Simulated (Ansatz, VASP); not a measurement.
# Cross-check of Ga2O3 (Ga2O3 (0001), 6 units) between VASP and Ansatz

Wanted: the spread between two codes on one cell, functional and k mesh. The structure shown is the end of the VASP relaxation below.

Method: plane waves, with VASP 6.6.1 beside it; single point at PBE, in Ansatz 0.2.0.

## (1) Starting point

The cell holds 30 atoms: 12 Ga and 18 O. Its edges and angles: a = 4.980 Å, b = 4.980 Å, c = 30.848 Å, α = 90.0°, β = 90.0°, γ = 120.0°. It derives from Ga2O3 (corundum Ga2O3). Vacuum lies along c.

## (2) VASP: relaxation, PBE

This run makes the geometry at which the two programs are then compared.

Lines of VASP's logs that name or quote its potential files are left out, and so is its time.

INCAR

```
SYSTEM = Ga2O3
PREC = Normal
ENCUT = 400
EDIFF = 1E-05
NELM = 120
ISMEAR = 0
SIGMA = 0.05
LREAL = Auto
ALGO = Fast
GGA = PE
NBANDS = 96
LORBIT = 11
LWAVE = .FALSE.
LCHARG = .FALSE.
KPAR = 4
IBRION = 2
NSW = 40
ISIF = 2
EDIFFG = -0.03
POTIM = 0.4
MAXMIX = 40
IDIPOL = 3
LDIPOL = .TRUE.
DIPOL = 0.5 0.5 0.5
```

POSCAR

```
Ga2O3
1.0
    4.9800000000      0.0000000000      0.0000000000
   -2.4900000000      4.3128065100      0.0000000000
    0.0000000000      0.0000000000     30.8480333333
Ga O
12 18
Direct
    0.6666666700      0.3333333300      0.2917527968
    0.3333333300      0.6666666700      0.3454471976
    0.0000000000      0.0000000000      0.3643127979
    0.6666666700      0.3333333300      0.4180071987
    0.3333333300      0.6666666700      0.4368727990
    0.0000000000      0.0000000000      0.4905671999
    0.6666666700      0.3333333300      0.5094328001
    0.3333333300      0.6666666700      0.5631272010
    0.0000000000      0.0000000000      0.5819928013
    0.6666666700      0.3333333300      0.6356872021
    0.3333333300      0.6666666700      0.6545528024
    0.0000000000      0.0000000000      0.7082472032
    0.3050000000      0.0000000000      0.3185999972
    0.0000000000      0.3050000000      0.3185999972
    0.6950000000      0.6950000000      0.3185999972
    0.0283333300      0.6666666700      0.3911599983
    0.3333333300      0.3616666700      0.3911599983
    0.6383333300      0.9716666700      0.3911599983
    0.9716666700      0.3333333300      0.4637199994
    0.6666666700      0.6383333300      0.4637199994
    0.3616666700      0.0283333300      0.4637199994
    0.6950000000      0.0000000000      0.5362800006
    0.0000000000      0.6950000000      0.5362800006
    0.3050000000      0.3050000000      0.5362800006
    0.6383333300      0.6666666700      0.6088400017
    0.3333333300      0.9716666700      0.6088400017
    0.0283333300      0.3616666700      0.6088400017
    0.3616666700      0.3333333300      0.6814000028
    0.6666666700      0.0283333300      0.6814000028
    0.9716666700      0.6383333300      0.6814000028
```

KPOINTS

```
Automatic mesh
0
Gamma
6 6 1
0 0 0
```

Potentials, in the order of the species: Ga and O (PBE family, release 64).

Launch:

```console
mpirun -np 4 vasp_std
```

Numbers of over 12 decimals in the logs are rounded to 6 here.

Log:

```text
[banner, memory and clock lines left out]
running    4 mpi-ranks, on    1 nodes
 distrk:  each k-point on    1 cores,    4 groups
 distr:  one band on    1 cores,    1 groups

 POSCAR found type information on POSCAR GaO
 POSCAR found :  2 types and      30 ions
 LDA part: xc-table for (Slater+PW92), standard interpolation
 POSCAR, INCAR and KPOINTS ok, starting setup
 FFT: planning ... GRIDC
 FFT: planning ... GRID_SOFT
 FFT: planning ... GRID
 WAVECAR not read
 entering main loop
       N       E                     dE             d eps       ncg     rms          rms(c)
DAV:   1     0.112663624729E+04    0.11266E+04   -0.57362E+04  1632   0.104E+03
DAV:   2    -0.468190161306E+02   -0.11735E+04   -0.11249E+04  2080   0.290E+02
DAV:   3    -0.202201313054E+03   -0.15538E+03   -0.15385E+03  1864   0.111E+02
DAV:   4    -0.205839142635E+03   -0.36378E+01   -0.36208E+01  1840   0.186E+01
DAV:   5    -0.205947277366E+03   -0.10813E+00   -0.10798E+00  1872   0.289E+00    0.356E+01
RMM:   6    -0.174921027165E+03    0.31026E+02   -0.10416E+02  1536   0.278E+01    0.129E+01
RMM:   7    -0.174657972075E+03    0.26306E+00   -0.10785E+01  1536   0.764E+00    0.772E+00
RMM:   8    -0.174068012945E+03    0.58996E+00   -0.16772E+00  1536   0.430E+00    0.122E+00
RMM:   9    -0.174036177588E+03    0.31835E-01   -0.44822E-01  1722   0.142E+00    0.528E-01
RMM:  10    -0.174027900562E+03    0.82770E-02   -0.37769E-02  1565   0.501E-01    0.298E-01
RMM:  11    -0.174016483457E+03    0.11417E-01   -0.18167E-02  1538   0.324E-01    0.124E-01
RMM:  12    -0.174013251246E+03    0.32322E-02   -0.83783E-03  1595   0.191E-01    0.110E-01
RMM:  13    -0.174013538842E+03   -0.28760E-03   -0.40620E-03  1590   0.127E-01    0.668E-02
RMM:  14    -0.174016715957E+03   -0.31771E-02   -0.18321E-03  1672   0.805E-02    0.342E-02
RMM:  15    -0.174018099482E+03   -0.13835E-02   -0.42838E-04  1444   0.405E-02    0.163E-02
RMM:  16    -0.174019552006E+03   -0.14525E-02   -0.23883E-04  1407   0.275E-02    0.824E-03
RMM:  17    -0.174020050763E+03   -0.49876E-03   -0.86199E-05  1298   0.151E-02    0.472E-03
RMM:  18    -0.174020205768E+03   -0.15500E-03   -0.25229E-05  1062   0.848E-03    0.326E-03
RMM:  19    -0.174020259516E+03   -0.53748E-04   -0.82562E-06   813   0.506E-03    0.233E-03
RMM:  20    -0.174020291353E+03   -0.31837E-04   -0.45095E-06   742   0.380E-03    0.219E-03
RMM:  21    -0.174020304473E+03   -0.13120E-04   -0.18779E-06   629   0.275E-03    0.208E-03
RMM:  22    -0.174020312398E+03   -0.79251E-05   -0.56809E-07   497   0.213E-03
   1 F= -.17402031E+03 E0= -.17402031E+03  d E =-.174020E+03
[... from here on, the cycles between the ionic steps are left out ...]
   2 F= -.17561862E+03 E0= -.17561862E+03  d E =-.159831E+01
   3 F= -.17569629E+03 E0= -.17569629E+03  d E =-.167598E+01
  24 F= -.17719433E+03 E0= -.17719433E+03  d E =-.245531E-02
  25 F= -.17719463E+03 E0= -.17719463E+03  d E =-.275925E-02
  26 F= -.17719474E+03 E0= -.17719474E+03  d E =-.287025E-02
  27 F= -.17719639E+03 E0= -.17719639E+03  d E =-.164905E-02
  28 F= -.17719677E+03 E0= -.17719677E+03  d E =-.203360E-02
  29 F= -.17719763E+03 E0= -.17719763E+03  d E =-.857523E-03
  30 F= -.17719766E+03 E0= -.17719766E+03  d E =-.884849E-03
  31 F= -.17719826E+03 E0= -.17719826E+03  d E =-.602081E-03
  32 F= -.17719834E+03 E0= -.17719834E+03  d E =-.681079E-03
  33 F= -.17719878E+03 E0= -.17719878E+03  d E =-.437302E-03
  34 F= -.17719888E+03 E0= -.17719888E+03  d E =-.538147E-03
  35 F= -.17719897E+03 E0= -.17719897E+03  d E =-.629430E-03
  36 F= -.17719898E+03 E0= -.17719898E+03  d E =-.125408E-04
 trial-energy change:   -0.000013  1 .order   -0.000126   -0.000454    0.000201
 step:   0.3226(harm=  0.5119)  dis= 0.00087  next Energy=  -177.199059 (dE=-0.896E-04)
 bond charge predicted
       N       E                     dE             d eps       ncg     rms          rms(c)
DAV:   1    -0.177199065991E+03   -0.88691E-04   -0.41811E-03  1688   0.234E-01    0.217E-02
RMM:   2    -0.177199069158E+03   -0.31662E-05   -0.14114E-04  1534   0.384E-02    0.472E-03
RMM:   3    -0.177199071605E+03   -0.24470E-05   -0.14983E-05   972   0.123E-02
  37 F= -.17719907E+03 E0= -.17719907E+03  d E =-.102046E-03
 curvature:  -0.09 expect dE=-0.185E-04 dE for cont linesearch -0.299E-07
 trial: gam= 0.37099 g(F)=  0.196E-03 g(S)=  0.000E+00 ort =-0.154E-04 (trialstep = 0.656E+00)
 search vector abs. value=  0.287E-03
 reached required accuracy - stopping structural energy minimisation
```

Parts of OUTCAR (step 2):

```text
ion  position               nearest neighbor table
   1  0.667  0.333  0.292-  14 1.92  13 1.92  15 1.92   2 3.32   2 3.32   2 3.32
   2  0.333  0.667  0.345-  13 1.92  14 1.92  15 1.92  17 2.07  18 2.07  16 2.07   5 2.82   3 2.93
                             3 2.93   3 2.93   1 3.32   1 3.32   1 3.32
   3  0.000  0.000  0.364-  16 1.92  17 1.92  18 1.92  15 2.07  14 2.07  13 2.07   2 2.93   2 2.93
                             2 2.93   4 3.32   4 3.32   4 3.32
   4  0.667  0.333  0.418-  18 1.92  16 1.92  17 1.92  20 2.07  21 2.07  19 2.07   7 2.82   5 2.93
                             5 2.93   5 2.93   3 3.32   3 3.32   3 3.32
   5  0.333  0.667  0.437-  21 1.92  19 1.92  20 1.92  18 2.07  17 2.07  16 2.07   2 2.82   4 2.93
                             4 2.93   4 2.93   6 3.32   6 3.32   6 3.32
   6  0.000  0.000  0.491-  19 1.92  20 1.92  21 1.92  23 2.07  24 2.07  22 2.07   9 2.82   7 2.93
                             7 2.93   7 2.93   5 3.32   5 3.32   5 3.32
   7  0.667  0.333  0.509-  22 1.92  23 1.92  24 1.92  21 2.07  20 2.07  19 2.07   4 2.82   6 2.93
                             6 2.93   6 2.93   8 3.32   8 3.32   8 3.32
   8  0.333  0.667  0.563-  23 1.92  22 1.92  24 1.92  26 2.07  27 2.07  25 2.07  11 2.82   9 2.93
                             9 2.93   9 2.93   7 3.32   7 3.32   7 3.32
   9  0.000  0.000  0.582-  26 1.92  25 1.92  27 1.92  24 2.07  23 2.07  22 2.07   6 2.82   8 2.93
                             8 2.93   8 2.93  10 3.32  10 3.32  10 3.32
  10  0.667  0.333  0.636-  27 1.92  26 1.92  25 1.92  29 2.07  30 2.07  28 2.07  11 2.93  11 2.93
                            11 2.93   9 3.32   9 3.32   9 3.32
  11  0.333  0.667  0.655-  30 1.92  29 1.92  28 1.92  27 2.07  26 2.07  25 2.07   8 2.82  10 2.93
                            10 2.93  10 2.93  12 3.32  12 3.32  12 3.32
  12  0.000  0.000  0.708-  29 1.92  28 1.92  30 1.92  11 3.32  11 3.32  11 3.32
  13  0.305  0.000  0.319-   2 1.92   1 1.92   3 2.07
  14  0.000  0.305  0.319-   1 1.92   2 1.92   3 2.07
  15  0.695  0.695  0.319-   1 1.92   2 1.92   3 2.07
  16  0.028  0.667  0.391-   3 1.92   4 1.92   2 2.07   5 2.07
  17  0.333  0.362  0.391-   3 1.92   4 1.92   2 2.07   5 2.07
  18  0.638  0.972  0.391-   4 1.92   3 1.92   2 2.07   5 2.07
  19  0.972  0.333  0.464-   6 1.92   5 1.92   4 2.07   7 2.07
  20  0.667  0.638  0.464-   6 1.92   5 1.92   4 2.07   7 2.07
  21  0.362  0.028  0.464-   5 1.92   6 1.92   4 2.07   7 2.07
  22  0.695  0.000  0.536-   7 1.92   8 1.92   9 2.07   6 2.07
  23  0.000  0.695  0.536-   8 1.92   7 1.92   9 2.07   6 2.07
  24  0.305  0.305  0.536-   8 1.92   7 1.92   9 2.07   6 2.07
  25  0.638  0.667  0.609-   9 1.92  10 1.92  11 2.07   8 2.07
  26  0.333  0.972  0.609-   9 1.92  10 1.92  11 2.07   8 2.07
  27  0.028  0.362  0.609-  10 1.92   9 1.92  11 2.07   8 2.07
  28  0.362  0.333  0.681-  12 1.92  11 1.92  10 2.07
  29  0.667  0.028  0.681-  12 1.92  11 1.92  10 2.07
  30  0.972  0.638  0.681-  11 1.92  12 1.92  10 2.07

  LATTYP: Found a hexagonal cell.
 ALAT       =     4.9800000000
 C/A-ratio  =     6.1943842035

 Subroutine GETGRP returns: Found  6 space group operations
 (whereof  3 operations were pure point group operations)

The static configuration has the point symmetry C_3 .
 The point group associated with its full space group is S_6 .

 Found      8 irreducible k-points:

   k-points           NKPTS =      8   k-points in BZ     NKDIM =      8   number of bands    NBANDS=     96

   dimension x,y,z NGX =    24 NGY =   24 NGZ =  160
   dimension x,y,z NGXF=    48 NGYF=   48 NGZF=  320

   ENCUT  =  400.0 eV  29.40 Ry    5.42 a.u.   8.12  8.12 50.31*2*pi/ulx,y,z

   NELECT =     144.0000    total number of electrons

 k-points in reciprocal lattice and weights: Automatic mesh
   0.00000000  0.00000000  0.00000000       0.028
   0.16666667  0.00000000  0.00000000       0.167
   0.33333333  0.00000000  0.00000000       0.167
   0.50000000 -0.00000000  0.00000000       0.083
   0.16666667  0.16666667  0.00000000       0.167
   0.33333333  0.16666667  0.00000000       0.167
  -0.33333333  0.50000000  0.00000000       0.167
   0.33333333  0.33333333  0.00000000       0.056

 dipolmoment           0.000000      0.000000     -0.000000 electrons x Angstroem

 average (electrostatic) potential at core
       1 -18.4751       2 -17.8114       3 -18.0270       4 -18.1831       5 -18.3133
       6 -18.2731       7 -18.2731       8 -18.3133       9 -18.1831      10 -18.0270
      11 -17.8114      12 -18.4751      13 -76.2261      14 -76.2261      15 -76.2261
      16 -76.2822      17 -76.2822      18 -76.2822      19 -76.4155      20 -76.4155
      21 -76.4155      22 -76.4155      23 -76.4155      24 -76.4155      25 -76.2822
      26 -76.2822      27 -76.2822      28 -76.2261      29 -76.2261      30 -76.2261

 E-fermi :  -2.4473

 k-point     1 :       0.0000    0.0000    0.0000
  band No.  band energies     occupation
    ...
     68      -2.9126      2.00000
     69      -2.7180      2.00000
     70      -2.7170      2.00000
     71      -2.7042      2.00000
     72      -2.7033      2.00000
     73      -0.1279      0.00000
     74       0.4268      0.00000
     75       1.3681      0.00000
     76       2.3821      0.00000
     77       3.2356      0.00000
    ...

 k-point     2 :       0.1667    0.0000    0.0000
  band No.  band energies     occupation
    ...
     68      -3.0092      2.00000
     69      -2.9195      2.00000
     70      -2.8687      2.00000
     71      -2.7676      2.00000
     72      -2.7516      2.00000
     73       0.5578      0.00000
     74       0.9157      0.00000
     75       1.7104      0.00000
     76       2.6288      0.00000
     77       3.4412      0.00000
    ...

 k-point     3 :       0.3333    0.0000    0.0000
  band No.  band energies     occupation
    ...
     68      -3.1589      2.00000
     69      -3.1106      2.00000
     70      -2.9820      2.00000
     71      -2.9445      2.00000
     72      -2.8639      2.00000
     73       1.6584      0.00000
     74       1.7243      0.00000
     75       2.3913      0.00000
     76       3.0299      0.00000
     77       3.4226      0.00000
    ...

  Total       14.1631739     14.1631739    -10.5313973     -0.0000206      0.0000000      0.0000000
  in kB       34.2495107     34.2495107    -25.4671168     -0.0000497      0.0000000      0.0000000
  external PRESSURE =      14.3439682 kB  Pullay stress =       0.0000000 kB

  energy-cutoff  :      400.00
  volume of cell :      662.55
      direct lattice vectors                 reciprocal lattice vectors
     4.980000000  0.000000000  0.000000000     0.200803213  0.115933789  0.000000000
    -2.490000000  4.312806510  0.000000000     0.000000000  0.231867578  0.000000000
     0.000000000  0.000000000 30.848033333     0.000000000  0.000000000  0.032416977

 POSITION                                       TOTAL-FORCE (eV/Angst)
 -----------------------------------------------------------------------------------
      2.49000      1.43760      9.49661        -0.000000      0.000000     -0.015865
     -0.00000      2.87520     10.57833        -0.000000      0.000000      0.007382
      0.00000      0.00000     10.91092        -0.000000      0.000000      0.025121
      2.49000      1.43760     12.86440        -0.000000      0.000000     -0.010658
     -0.00000      2.87520     13.37730        -0.000000      0.000000     -0.006586
      0.00000      0.00000     15.12556        -0.000000      0.000000     -0.009110
      2.49000      1.43760     15.72248        -0.000000      0.000000      0.009110
     -0.00000      2.87520     17.47074        -0.000000      0.000000      0.006586
      0.00000      0.00000     17.98363        -0.000000      0.000000      0.010658
      2.49000      1.43760     19.93711        -0.000000      0.000000     -0.025121
     -0.00000      2.87520     20.26970        -0.000000      0.000000     -0.007382
      0.00000      0.00000     21.35142        -0.000000      0.000000      0.015865
     -0.96179      4.22224      9.61219        -0.004036      0.007707     -0.011285
     -0.68567      1.36875      9.61219        -0.004657     -0.007349     -0.011285
      1.64746      3.03462      9.61219         0.008692     -0.000358     -0.011285
     -1.53970      2.88349     11.94783         0.002015     -0.014591      0.001361
      0.76267      1.53764     11.94783         0.011628      0.009041      0.001361
      0.77702      4.20448     11.94783        -0.013644      0.005550      0.001361
      3.99705      1.44736     14.27359        -0.000681      0.003961     -0.004156
      1.72803      2.73787     14.27359        -0.003090     -0.002570     -0.004156
      1.74492      0.12758     14.27359         0.003770     -0.001391     -0.004156
      0.98295      4.30305     16.57444         0.000681     -0.003961      0.004156
     -1.72803      3.01254     16.57444         0.003090      0.002570      0.004156
      0.74508      1.31002     16.57444        -0.003770      0.001391      0.004156
      1.53970      2.86692     18.90020        -0.002015      0.014591     -0.001361
     -0.76267      4.21276     18.90020        -0.011628     -0.009041     -0.001361
     -0.77702      1.54593     18.90020         0.013644     -0.005550     -0.001361
      0.96179      1.52817     21.23584         0.004036     -0.007707      0.011285
      3.17567      0.06885     21.23584         0.004657      0.007349      0.011285
      3.33254      2.71579     21.23584        -0.008692      0.000358      0.011285
 -----------------------------------------------------------------------------------
    total drift:                                0.000001     -0.000001     -0.000109

  FREE ENERGIE OF THE ION-ELECTRON SYSTEM (eV)
  ---------------------------------------------------
  free  energy   TOTEN  =      -177.1990716047 eV

  energy  without entropy=     -177.1990716047  energy(sigma->0) =     -177.19907160

 reached required accuracy - stopping structural energy minimisation

 vacuum level on the upper side and lower side of the slab         3.290         3.290

 total charge
# of ion       s       p       d       tot
------------------------------------------
    1        1.015   1.318   0.434   2.768
    2        0.905   1.312   0.530   2.747
    3        0.866   1.195   0.469   2.530
    4        0.875   1.210   0.472   2.558
    5        0.872   1.180   0.452   2.504
    6        0.873   1.195   0.460   2.528
    7        0.873   1.195   0.460   2.528
    8        0.872   1.180   0.452   2.504
    9        0.875   1.210   0.472   2.558
   10        0.866   1.195   0.469   2.530
   11        0.905   1.312   0.530   2.747
   12        1.015   1.318   0.434   2.768
   13        1.593   3.491   0.000   5.084
   14        1.593   3.491   0.000   5.084
   15        1.593   3.491   0.000   5.084
   16        1.587   3.502   0.000   5.089
   17        1.587   3.502   0.000   5.089
   18        1.587   3.502   0.000   5.089
   19        1.586   3.514   0.000   5.099
   20        1.586   3.514   0.000   5.099
   21        1.586   3.514   0.000   5.099
   22        1.586   3.514   0.000   5.099
   23        1.586   3.514   0.000   5.099
   24        1.586   3.514   0.000   5.099
   25        1.587   3.502   0.000   5.089
   26        1.587   3.502   0.000   5.089
   27        1.587   3.502   0.000   5.089
   28        1.593   3.491   0.000   5.084
   29        1.593   3.491   0.000   5.084
   30        1.593   3.491   0.000   5.084
--------------------------------------------------
tot         39.405  77.861   5.637 122.903

[... 3 further parts left out ...]
```

The run keeps the 6 symmetry operations of its start, so it cannot find a distortion of lower symmetry.

(Continued in part 2 of 2.)

[Lines on the potential files, build, host, timing and source positions are cut from VASP's logs without a mark.]

[Logs are printed without paths, hosts, clocks, repeated set-up lines and the standing remarks that a program may print on its own settings, such as how far it seeks lower states.]

[Hosts, paths, dates, database ids (printed as entryN), source tags and the programs' standing remarks are cut or masked in the printed files.]
